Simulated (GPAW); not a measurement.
# FeO (Wuestite) (Fm-3m) in GPAW: a series of runs, part 2 of 2

GPAW 26.7.0. The steps go on from the part before.

## Step 3: Band structure, PBEsol+U, collinear spin, ferromagnetic start

run.py

```python
from ase import Atoms
from ase.dft.bandgap import bandgap
from ase.io import write
from ase.units import GPa
from gpaw import GPAW, PW, setup_paths

setup_paths.insert(0, '.')

atoms = Atoms(['Fe', 'O'],
              cell=[[0.0, 2.1554, 2.1554],
                    [2.1554, 0.0, 2.1554],
                    [2.1554, 2.1554, 0.0]],
              scaled_positions=[[0.0, 0.0, 0.0],
                                [0.5, 0.5, 0.5]],
              pbc=True)
atoms.set_initial_magnetic_moments([3.0, 0.0])

calc = GPAW(mode=PW(800),
            xc='PBEsol',
            kpts={'size': (11, 11, 11), 'gamma': True},
            occupations={'name': 'fermi-dirac', 'width': 0.05},
            setups={'Fe': ':d,3.0'},
            nbands=17,
            convergence={'density': 1e-05, 'energy': 1e-05},
            maxiter=150,
            txt='gpaw.txt')
atoms.calc = calc
energy = atoms.get_potential_energy()
forces = atoms.get_forces()
stress = atoms.get_stress()
calc.write('gs.gpw')
write('result.traj', atoms)
print(f'Energy: {energy:.6f} eV')
print('Forces (eV/A):')
print(forces.round(4))
print('Stress (GPa):', (stress / GPa).round(3))
print('Moments:', calc.get_magnetic_moments().round(3))
print('Fermi level:', round(calc.get_fermi_level(), 4), 'eV')
print(f'Gap: {bandgap(calc)[0]:.4f} eV, direct: {bandgap(calc, direct=True)[0]:.4f} eV')

path = atoms.cell.bandpath('GXWKGLUWLK,UX', npoints=100, eps=1e-4)
bs_calc = calc.fixed_density(kpts=path, symmetry='off', nbands=26,
                             convergence={'bands': 'CBM+6.0', 'eigenstates': 1e-6}, txt='bands.txt')
bs = bs_calc.band_structure()
bs.write('bs.json')
print(f'Gap on the path: {bandgap(bs_calc)[0]:.4f} eV')
```

Potentials or basis: PAW data sets generated in the run's folder for this functional, pw.

Started as:

```bash
> gpaw-setup -f PBEsol Fe O
> OMP_NUM_THREADS=1 python run.py
```

gpaw.txt:

```text
__  _  _
 | _ |_)|_||  |
 |__||  | ||/\| - 26.7.0

Input parameters:
  mode=PW(ecut=800.0),
  convergence={'density': 1e-05, 'energy': 1e-05},
  kpts=MonkhorstPack(size=(11, 11, 11), gamma=True),
  maxiter=150,
  nbands=17,
  occupations=Occupations(name='fermi-dirac', width=0.05),
  setups={'Fe': ':d,3.0'},
  xc=XC(name='PBEsol')

Diagonalizing LCAO Hamiltonian
Converting LCAO to pw mode

              O

       Fe

Atoms  # Å, Bohr magnetons
|   | symbol |        x |        y |        z |    initial magnetic moments |
|---|--------|----------|----------|----------|-----------------------------|
| 0 |     Fe | 0.000000 | 0.000000 | 0.000000 | ( 0.0000,  0.0000,  3.0000) |
| 1 |      O | 2.155400 | 2.155400 | 2.155400 | ( 0.0000,  0.0000,  0.0000) |

Unit cell  # Å
| periodic |        x |        y |        z |  lengths |    angles |
|----------|----------|----------|----------|----------|-----------|
|      yes | 0.000000 | 2.155400 | 2.155400 | 3.048196 | 60.000000 |
|      yes | 2.155400 | 0.000000 | 2.155400 | 3.048196 | 60.000000 |
|      yes | 2.155400 | 2.155400 | 0.000000 | 3.048196 | 60.000000 |

Number of symmetries: 48
Symmetry operations  # r_c * U_cc + t_c -> r_c
|    | kind |            matrix            |
|----|------|------------------------------|
|  0 |  σ   |  1, 0, 0,  1, 0,-1,  1,-1, 0 |
|  1 |  C2  |  1, 0, 0,  1,-1, 0,  1, 0,-1 |
|  2 |  E   |  1, 0, 0,  0, 1, 0,  0, 0, 1 |
|  3 |  σ   |  1, 0, 0,  0, 0, 1,  0, 1, 0 |
|  4 |  C4  |  1, 0,-1,  1, 0, 0,  1,-1, 0 |
|  5 |  S6  |  1, 0,-1,  1,-1, 0,  1, 0, 0 |
|  6 |  σ   |  1, 0,-1,  0, 1,-1,  0, 0,-1 |
|  7 |  C3  |  1, 0,-1,  0, 0,-1,  0, 1,-1 |
|  8 |  S6  |  1,-1, 0,  1, 0, 0,  1, 0,-1 |
|  9 |  C4  |  1,-1, 0,  1, 0,-1,  1, 0, 0 |
| 10 |  C3  |  1,-1, 0,  0,-1, 1,  0,-1, 0 |
| 11 |  σ   |  1,-1, 0,  0,-1, 0,  0,-1, 1 |
| 12 |  σ   |  0, 1, 0,  1, 0, 0,  0, 0, 1 |
| 13 |  C4  |  0, 1, 0,  0, 1,-1, -1, 1, 0 |
| 14 |  C3  |  0, 1, 0,  0, 0, 1,  1, 0, 0 |
| 15 |  S6  |  0, 1, 0, -1, 1, 0,  0, 1,-1 |
| 16 |  C2  |  0, 1,-1,  1, 0,-1,  0, 0,-1 |
| 17 |  σ   |  0, 1,-1,  0, 1, 0, -1, 1, 0 |
| 18 |  S4  |  0, 1,-1,  0, 0,-1,  1, 0,-1 |
| 19 |  C4  |  0, 1,-1, -1, 1, 0,  0, 1, 0 |
| 20 |  C3  |  0, 0, 1,  1, 0, 0,  0, 1, 0 |
| 21 |  σ   |  0, 0, 1,  0, 1, 0,  1, 0, 0 |
| 22 |  S6  |  0, 0, 1,  0,-1, 1, -1, 0, 1 |
| 23 |  C4  |  0, 0, 1, -1, 0, 1,  0,-1, 1 |
| 24 |  S4  |  0, 0,-1,  1, 0,-1,  0, 1,-1 |
| 25 |  C3  |  0, 0,-1,  0, 1,-1,  1, 0,-1 |
| 26 |  C2  |  0, 0,-1,  0,-1, 0, -1, 0, 0 |
| 27 |  S6  |  0, 0,-1, -1, 0, 0,  0,-1, 0 |
| 28 |  S4  |  0,-1, 1,  1,-1, 0,  0,-1, 0 |
| 29 |  C4  |  0,-1, 1,  0, 0, 1, -1, 0, 1 |
| 30 |  C2  |  0,-1, 1,  0,-1, 0,  1,-1, 0 |
| 31 |  σ   |  0,-1, 1, -1, 0, 1,  0, 0, 1 |
| 32 |  C3  |  0,-1, 0,  1,-1, 0,  0,-1, 1 |
| 33 |  S6  |  0,-1, 0,  0, 0,-1, -1, 0, 0 |
| 34 |  S4  |  0,-1, 0,  0,-1, 1,  1,-1, 0 |
| 35 |  C2  |  0,-1, 0, -1, 0, 0,  0, 0,-1 |
| 36 |  C2  | -1, 1, 0,  0, 1, 0,  0, 1,-1 |
| 37 |  S6  | -1, 1, 0,  0, 1,-1,  0, 1, 0 |
| 38 |  S4  | -1, 1, 0, -1, 0, 1, -1, 0, 0 |
| 39 |  C3  | -1, 1, 0, -1, 0, 0, -1, 0, 1 |
| 40 |  S6  | -1, 0, 1,  0, 0, 1,  0,-1, 1 |
| 41 |  C2  | -1, 0, 1,  0,-1, 1,  0, 0, 1 |
| 42 |  C3  | -1, 0, 1, -1, 1, 0, -1, 0, 0 |
| 43 |  S4  | -1, 0, 1, -1, 0, 0, -1, 1, 0 |
| 44 |  C2  | -1, 0, 0,  0, 0,-1,  0,-1, 0 |
| 45 |  i   | -1, 0, 0,  0,-1, 0,  0, 0,-1 |
| 46 |  σ   | -1, 0, 0, -1, 1, 0, -1, 0, 1 |
| 47 |  C2  | -1, 0, 0, -1, 0, 1, -1, 1, 0 |

BZ-sampling:
  Number of BZ points: 1331
  Number of IBZ points: 56

  Monkhorst-Pack size: [11, 11, 11]
  Monkhorst-Pack shift: [0, 0, 0]

K-points  # in reciprocal-cell coordinates
|     |                                coordinates |     weight |
|-----|--------------------------------------------|------------|
|   0 | (  0.00000000,   0.00000000,   0.00000000) | 0.00075131 |
|   1 | (  0.09090909,   0.09090909,   0.00000000) | 0.00450789 |
|   2 | (  0.09090909,   0.09090909,   0.09090909) | 0.00601052 |
|   3 | (  0.18181818,   0.09090909,   0.09090909) | 0.00901578 |
|   4 | (  0.18181818,   0.18181818,   0.00000000) | 0.00450789 |
|   5 | (  0.18181818,   0.18181818,   0.09090909) | 0.01803156 |
|   6 | (  0.18181818,   0.18181818,   0.18181818) | 0.00601052 |
|   7 | (  0.27272727,   0.18181818,   0.09090909) | 0.01803156 |
|   8 | (  0.27272727,   0.18181818,   0.18181818) | 0.01803156 |
|   9 | (  0.27272727,   0.27272727,   0.00000000) | 0.00450789 |
| ... |                                            |            |
|  55 | (  0.45454545,   0.45454545,   0.45454545) | 0.00601052 |

Plane wave coefficients: 1039
Cutoff: 800.0 eV

Spin-components: 2 (collinear spins)
Bands:           17
Projectors:      11
Spin-degeneracy: 1
Datatype:        complex128

Parallelization:
  kpt:    1
  domain: 1
  band:   1

Density:
  Valence electrons: 14.0
  Components: 2
  Grid points: [20 20 20]
  Charge: 0.0  # |e|

Potential:
  Grid points: [20 20 20]

species:
  Fe:
    name:    Iron
    Z:       26.0
    valence: 8
    core:    18
    charge:  0.0  # [|e|]
    Hubbard: {U: 3.0,  # eV
              l: 2,
              scale: True}
    compensation charges:
      type: gauss
      rc: 0.33  # [Å]
      lmax: 2
    cutoffs:
      filter: 2.06  # [Å]
      core: 2.67  # [Å]
    projectors
    | kind |    occ | energy [eV] | rcut [Å] |
    |------|--------|-------------|----------|
    |   4s |  2.000 |      -5.310 |    1.164 |
    |   4p |  0.000 |      -1.300 |    1.058 |
    |   3d |  6.000 |      -7.529 |    1.058 |
    |    s |        |      21.902 |    1.164 |
    |    p |        |      25.911 |    1.058 |
    |    d |        |      19.682 |    1.058 |

    Using partial waves for Fe as LCAO basis

  O:
    name:    Oxygen
    Z:       8.0
    valence: 6
    core:    2
    charge:  0.0  # [|e|]
    compensation charges:
      type: gauss
      rc: 0.21  # [Å]
      lmax: 2
    cutoffs:
      filter: 1.17  # [Å]
      core: 0.83  # [Å]
    projectors
    | kind |    occ | energy [eV] | rcut [Å] |
    |------|--------|-------------|----------|
    |   2s |  2.000 |     -23.808 |    0.688 |
    |   2p |  4.000 |      -8.972 |    0.598 |
    |    s |        |       3.404 |    0.688 |
    |    p |        |      18.239 |    0.598 |
    |    d |        |       0.000 |    0.619 |

    Using partial waves for O as LCAO basis

Reference energy: -36621.116537  # eV

eigensolver:
  PPCG
  Converge bands: occupied
  niter=2

density mixing:
  MSR1-Mixer
  Pratt-step length: 0.05
  Maximum mixing coefficient: 0.75
  Old densities: 10
  SVD Regularization: 0.005
  Good broyden scale: 1.0
  Trust region scale: 1.0
  Backstep threshold: 4.0
  History deletion threshold: 6.0
  Fourier metric: weight=20.0, sigma=0.015

occupation numbers:
  Fermi-Dirac:
    width: 0.0500  # eV

poisson solver:
  ecut: 6400.0  # eV

xc functional:
  name: PBEsol with 2 nearest neighbor stencil

convergence criteria:
- Maximum integral of absolute [dens]ity change: 1e-05 electrons / valence electron
- Maximum [total energy] change in last 3 cyles: 1e-05 eV / valence electron
- Maximum integral of absolute [eigenst]ate change: 4e-08 eV^2 / valence electron
maximum number of iterations: 150

SCF iterations
|iter     | |      energy | eigst |  dens |  magmom |
|---------|-|-------------|-------|-------|---------|
|iter:   1| |  -15.935859 | -0.03 |       |  +3.0023|
|iter:   2| |  -15.761455 | -2.00 | -0.72 |  +3.0530|
|iter:   3| |  -15.681146 | -1.68 | -0.75 |  +3.6160|
|iter:   4| |  -15.760671 | -2.41 | -1.24 |  +3.8950|
|iter:   5| |  -15.775609 | -3.62 | -1.69 |  +3.9980|
|iter:   6| |  -15.773975 | -3.79 | -2.10 |  +4.0183|
|iter:   7| |  -15.774138 | -5.01 | -2.59 |  +4.0121|
|iter:   8| |  -15.774155 | -6.10 | -3.24 |  +4.0101|
|iter:   9| |  -15.774158c| -6.74 | -3.66 |  +4.0092|
|iter:  10| |  -15.774158c| -7.81c| -4.43 |  +4.0094|
|iter:  11| |  -15.774158c| -8.24c| -4.86 |  +4.0095|
|iter:  12| |  -15.774158c| -9.09c| -5.98c|  +4.0095|

Converged in 12 steps
Energy contributions relative to reference atoms: (reference = -36621.116537)

Energy contributions:
  Kinetic:          29.423156
  Coulomb:         -25.871611
  Zero:              0.231147
  External:          0.000000
  Xc:              -19.551610
  Entropy:          -0.010482
  Spinorbit:         0.000000
  ----------------------------
  Free energy:     -15.779399
  Extrapolated:    -15.774158

dipole moment: (-10.370721, -10.370721, -10.370721)  # |e|*Ang

Total magnetic moment: (0.000000, 0.000000, 4.009501)

Local magnetic moments
|        x |        y |        z |
|----------|----------|----------|
| 0.000000 | 0.000000 | 3.679152 |  # Fe   0
| 0.000000 | 0.000000 | 0.186175 |  # O    1

Fermi level: 9.738
Eigenvalues  # (at kpt = [0.000, 0.000, 0.000])
| band index |      eig [eV] | occ [0-1] |      eig [eV] | occ [0-1] |
|------------|---------------|-----------|---------------|-----------|
|          0 |       -11.463 |     1.000 |       -11.037 |     1.000 |
|          1 |         3.672 |     1.000 |         5.853 |     1.000 |
|          2 |         3.672 |     1.000 |         5.853 |     1.000 |
|          3 |         3.672 |     1.000 |         5.853 |     1.000 |
|          4 |         3.694 |     1.000 |         8.972 |     1.000 |
|          5 |         3.694 |     1.000 |         8.972 |     1.000 |
[... 9 lines left out ...]
|         15 |        29.397 |     0.000 |        31.025 |     0.000 |
|         16 |        29.397 |     0.000 |        31.025 |     0.000 |

No gap
No difference between direct/indirect transitions

Forces  # eV/Ang
|        x |        y |       z |
|----------|----------|---------|
| -0.00000 |  0.00000 | 0.00000 |  # Fe   0
|  0.00000 | -0.00000 | 0.00000 |  # O    1

Stress tensor  # eV/Ang^3
|        x |        y |        z |
|----------|----------|----------|
| 0.036513 | 0.000000 | 0.000000 |
| 0.000000 | 0.036513 | 0.000000 |
| 0.000000 | 0.000000 | 0.036513 |

# Writing to gs.gpw (mode='')
```

Wall time 45 s (1 thread of Intel Xeon 6975P-C (Granite Rapids), shared host); peak memory 0.31 GiB.

What came out:

- Free energy: -15.7794 eV
- Pressure: -5.8 GPa
- Band gap along the path: none (metal or under the smearing width)
- Net moment: 4.01 μB per cell
- Site moments: Fe +3.68; O +0.19 μB

Levels at the corners of the path, in eV from the Fermi level:
Spin up:
```csv
point,band 6,band 7,band 8,band 9,band 10
Γ,-6.04,-4.34,-4.34,-4.34,-0.63
X,-5.55,-5.11,-5.08,-5.08,4.42
W,-5.08,-4.86,-4.86,-3.45,6.67
K,-5.21,-4.71,-4.42,-3.29,5.96
Γ,-6.04,-4.34,-4.34,-4.34,-0.63
L,-5.34,-4.44,-1.75,-1.75,3.27
U,-5.21,-4.71,-4.42,-3.29,5.96
W,-5.08,-4.86,-4.86,-3.45,6.67
L,-5.34,-4.44,-1.75,-1.75,3.27
K,-5.21,-4.71,-4.42,-3.29,5.96
U,-5.21,-4.71,-4.42,-3.29,5.96
X,-5.55,-5.11,-5.08,-5.08,4.42
```
Spin down:
```tsv
point	band 1	band 2	band 3	band 4	band 5	band 6	band 7	band 8	band 9	band 10
Γ	-20.77	-3.88	-3.88	-3.88	-0.77	-0.77	-0.77	0.06	0.82	0.82
X	-19.47	-7.66	-5.10	-5.10	-2.33	0.88	0.88	1.44	1.79	5.79
W	-19.38	-6.81	-6.81	-6.08	-0.09	-0.09	0.88	1.74	2.39	8.00
K	-19.41	-7.25	-6.78	-5.38	-0.93	0.67	0.73	1.94	2.37	7.19
Γ	-20.77	-3.88	-3.88	-3.88	-0.77	-0.77	-0.77	0.06	0.82	0.82
L	-19.55	-8.72	-5.55	-5.55	0.50	0.50	0.60	3.32	3.32	3.65
U	-19.41	-7.25	-6.78	-5.38	-0.93	0.67	0.73	1.94	2.37	7.19
W	-19.38	-6.81	-6.81	-6.08	-0.09	-0.09	0.88	1.74	2.39	8.00
L	-19.55	-8.72	-5.55	-5.55	0.50	0.50	0.60	3.32	3.32	3.65
K	-19.41	-7.25	-6.78	-5.38	-0.93	0.67	0.73	1.94	2.37	7.19
U	-19.41	-7.25	-6.78	-5.38	-0.93	0.67	0.73	1.94	2.37	7.19
X	-19.47	-7.66	-5.10	-5.10	-2.33	0.88	0.88	1.44	1.79	5.79
```

Caveat: a cell with one magnetic atom can't hold antiferromagnetic order, which such compounds often take.

## Step 4: Band structure, PBEsol+U, collinear spin, ferromagnetic start

Edit run.py of step 3 so:

```diff
@@ -21,3 +21,3 @@
             occupations={'name': 'fermi-dirac', 'width': 0.05},
-            setups={'Fe': ':d,3.0'},
+            setups={'Fe': ':d,4.0'},
             nbands=17,
```

Started as:

```bash
> gpaw-setup -f PBEsol Fe O
> OMP_NUM_THREADS=1 python run.py
```

Run time: 43 s. Hardware: 1 thread of Intel Xeon 6975P-C (Granite Rapids), shared host; peak memory 0.32 GiB.

It converged, with:

```
Free energy             : -15.4740 eV
Pressure                : -5.3 GPa
Band gap along the path : none (metal or under the smearing width)
Net moment              : 4.02 μB per cell
Site moments            : Fe +3.72; O +0.17 μB
```

Levels at the corners of the path, in eV from the Fermi level:
Spin up:
```tsv
point	band 5	band 6	band 7	band 8	band 9	band 10
Γ	-6.83	-6.83	-4.47	-4.47	-4.47	-0.81
X	-5.91	-5.89	-5.89	-5.69	-5.69	4.23
W	-6.06	-5.89	-5.42	-5.42	-3.94	6.48
K	-6.44	-6.01	-5.38	-4.99	-3.72	5.76
Γ	-6.83	-6.83	-4.47	-4.47	-4.47	-0.81
L	-6.14	-6.14	-5.08	-2.17	-2.17	3.09
U	-6.44	-6.01	-5.38	-4.99	-3.72	5.76
W	-6.06	-5.89	-5.42	-5.42	-3.94	6.48
L	-6.14	-6.14	-5.08	-2.17	-2.17	3.09
K	-6.44	-6.01	-5.38	-4.99	-3.72	5.76
U	-6.44	-6.01	-5.38	-4.99	-3.72	5.76
X	-5.91	-5.89	-5.89	-5.69	-5.69	4.23
```
Spin down:
```
point  band 3  band 4  band 5  band 6  band 7  band 8
    Γ   -4.06   -4.06   -0.76   -0.76   -0.76   -0.15
    X   -5.28   -5.28   -2.38    0.91    0.91    1.71
    W   -6.99   -6.22   -0.10   -0.10    0.91    1.99
    K   -6.95   -5.52   -0.95    0.70    0.75    2.18
    Γ   -4.06   -4.06   -0.76   -0.76   -0.76   -0.15
    L   -5.65   -5.65    0.52    0.52    0.61    3.43
    U   -6.95   -5.52   -0.95    0.70    0.75    2.18
    W   -6.99   -6.22   -0.10   -0.10    0.91    1.99
    L   -5.65   -5.65    0.52    0.52    0.61    3.43
    K   -6.95   -5.52   -0.95    0.70    0.75    2.18
    U   -6.95   -5.52   -0.95    0.70    0.75    2.18
    X   -5.28   -5.28   -2.38    0.91    0.91    1.71
```

Caveat: a cell with one magnetic atom can't hold antiferromagnetic order, which such compounds often take.

## Step 5: The runs side by side

```tsv
U	pressure (GPa)	moment (μB)
Fe d U = 2 eV	-6.4	4.00
Fe d U = 3 eV	-5.8	4.01
Fe d U = 4 eV	-5.3	4.02
```

Alike in all rows: task band structure; level PBEsol+U; potentials or basis PAW data sets generated in the run's folder for this functional, pw; spin collinear, ferromagnetic start; cell as given; k mesh 11 × 11 × 11; cutoff (eV) 800; smearing fermi-dirac 0.05 eV.

Caveats: a cell with one magnetic atom can't hold antiferromagnetic order, which such compounds often take.

Total energies depend on the potentials used, so only differences within one code and one set of settings carry meaning.

## Step 6: Against experiment

Step 2. A measured gap of FeO is 2.4 eV (optical; quoted in “W\"ustite: Electric, thermodynamic and optical properties of FeO”, 2012, arxiv:1203.1201); the calculated 0.00 eV misses it by -2.40 eV. So large a miss can be the level of theory's own, or it may mean another phase, state or a wrong row. The value is that of PBEsol+U, without temperature or zero-point motion. The run's magnetic order (collinear spin, ferromagnetic start) needn't be the measured crystal's.

Step 3. Against the measured gap of FeO, 2.4 eV (optical; quoted in “W\"ustite: Electric, thermodynamic and optical properties of FeO”, 2012, arxiv:1203.1201), the calculated 0.00 eV is off by -2.40 eV. So large a miss can be the level of theory's own, or it may mean another phase, state or a wrong row. The value is that of PBEsol+U, without temperature or zero-point motion. The run's magnetic order (collinear spin, ferromagnetic start) needn't be the measured crystal's.

Step 4. Against the measured gap of FeO, 2.4 eV (optical; quoted in “W\"ustite: Electric, thermodynamic and optical properties of FeO”, 2012, arxiv:1203.1201), the calculated 0.00 eV is off by -2.40 eV. So large a miss can be the level of theory's own, or it may mean another phase, state or a wrong row. The value is that of PBEsol+U, without temperature or zero-point motion. The run's magnetic order (collinear spin, ferromagnetic start) needn't be the measured crystal's.
